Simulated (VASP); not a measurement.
A run of VASP 6.6.1 is set up as follows.

The input INCAR:

```
SYSTEM = Li2O
  PREC = Accurate
  ENCUT = 600
  EDIFF = 1E-6
  ISMEAR = 0
  SIGMA = 0.01
  LREAL = .FALSE.
  LASPH = .TRUE.
  NELM = 100
  ALGO = Normal
  ISIF = 3
  LWAVE = .FALSE.
  LCHARG = .FALSE.
  GGA = PE
  IBRION = 2
  NSW = 80
  EDIFFG = -0.001
```

Contents of KPOINTS:

```
Automatic mesh
0
G
  8 8 8
  0 0 0
```

File POSCAR:

```
Li2O
1.0
    0.0000000000      2.3130253888      2.3130253888
    2.3130253888      0.0000000000      2.3130253888
    2.3130253888      2.3130253888      0.0000000000
Li O
2 1
Direct
    0.2500000000      0.2500000000      0.2500000000
    0.7500000000      0.7500000000      0.7500000000
    0.0000000000      0.0000000000      0.0000000000
```

Potentials or basis: VASP PAW PBE potentials, release 64 (Li_sv, O).

Launch:

```sh
$ cat potpaw_PBE.64/Li_sv/POTCAR potpaw_PBE.64/O/POTCAR > POTCAR
$ mpirun -np 1 vasp_std > vasp.out
```

Predict the relaxed cell.

a = 3.267 Å, b = 3.267 Å, c = 3.267 Å, α = 60.00°, β = 60.00°, γ = 60.00°.

Estimate the relaxed volume.

8.22 Å³/atom.

Predict the band gap on the k mesh.

4.97 eV, indirect (least direct gap 5.27 eV).

Estimate the space group after relaxing (to 0.05 Å).

Fm-3m (No. 225).

Final structure:
```yaml
crystal:
  lattice:
    - [0.00000, 2.30985, 2.30985]
    - [2.30985, 0.00000, 2.30985]
    - [2.30985, 2.30985, 0.00000]
  atoms:
    - { symbol: Li, position: [0.25000, 0.25000, 0.25000] }
    - { symbol: Li, position: [0.75000, 0.75000, 0.75000] }
    - { symbol: O, position: [0.00000, 0.00000, 0.00000] }
```

Caveat: the cutoff is under 1.25 times the usual one of these potentials, so pressure, stress and relaxed cells hold a basis-set (Pulay) error. A k mesh can miss the band edges.
